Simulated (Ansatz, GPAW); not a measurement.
## Hf: programs and potentials compared

```
CELL_PARAMETERS angstrom
3.19670 0.00000 0.00000
-1.59835 2.76842 0.00000
0.00000 0.00000 5.05780
ATOMIC_POSITIONS crystal
Hf 0.66667 0.33333 0.75000
Hf 0.33333 0.66667 0.25000
```

Alike in all runs: task single point; functional PBE; k mesh 10 × 10 × 5; occupations gaussian, width 0.014 eV; no spin polarisation; no spin-orbit coupling. Pressure is positive in compression and, in plane waves, holds the error of the finite cutoff, which Ansatz's Pulay term estimates and takes out.

| program and potentials | plane-wave cutoff (eV) | notes | pressure (GPa) |
| --- | --- | --- | --- |
| Ansatz, Ansatz PAW | 420 | 26 valence electrons an atom on average; Pulay term of +0.05 GPa included | 0.63 |
| Ansatz, all-electron LAPW, scalar-relativistic | - | - | 0.65 |
| GPAW, GPAW PAW data sets (gpaw-data 1.2.1) | 600 | 12 valence electrons an atom on average | 0.93 |

The pressure spans 0.63 (Ansatz, Ansatz PAW) to 0.93 GPa (GPAW, GPAW PAW data sets (gpaw-data 1.2.1)), with all-electron results at 0.65.

Differences between rows come from potentials, basis sets and numerical settings, since the functional is the same but for its coding. Runs on potential files found faulty are left out.

All three calculations put this hcp cell under slight compression, so the PBE equilibrium volume is a little larger than the one used. The pressures are small beside the bulk modulus of hafnium, whose partly filled 5d band gives strong metallic bonding, and even the full spread between programs corresponds to only a very small change in lattice parameters.

The Ansatz PAW result, 0.63 GPa, is practically the same as the all-electron 0.65 GPa, while GPAW lies higher at 0.93 GPa. The valence counts show that the 26-electron description treats the filled 4f shell explicitly, whereas the 12-electron one keeps it in the core; this may contribute to the offset, as may other features of the data sets or the remaining basis error. The 4f electrons take little direct part in bonding, but they screen the nucleus incompletely and so influence the extent of the 5d and 6s orbitals. A single mean pressure doesn't show whether the axial ratio is at its equilibrium value, since opposing stresses along a and c could partly cancel.
